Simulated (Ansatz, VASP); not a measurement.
**SrO in VASP and in Ansatz**

```
Sr O
1.0
     0.00000    2.59739    2.59739
     2.59739    0.00000    2.59739
     2.59739    2.59739    0.00000
Sr O
1 1
Direct
  0.00000 0.00000 0.00000
  0.50000 0.50000 0.50000
```

Alike in both runs: functional PBE; k mesh 8 × 8 × 8; occupations gaussian, width 0.02 eV; no spin polarisation.

Ansatz relaxed the structure, and its values are those at the end. VASP's run is a single point on that final structure, the one shown.

```csv
,VASP,Ansatz
version,VASP 6.6.1,Ansatz 0.2.0
potentials or method,"VASP PAW PBE potentials, release 64 (Sr_sv, O)","scalar-relativistic, plane waves, PAW"
plane-wave cutoff (eV),520,420
valence electrons in the cell,16,16
```

VASP gave:

| Item | Value |
| --- | --- |
| gap on the k mesh at the Fermi level (eV) | 3.28 |
| least direct gap on the mesh (eV) | 3.39 |
| pressure (GPa) | 0.5 |

Q: Which values does Ansatz return?

A: gap on the k mesh at the Fermi level (eV): 3.33; least direct gap on the mesh (eV): 3.42; pressure (GPa): 0.0.

A k mesh can miss the band edges.
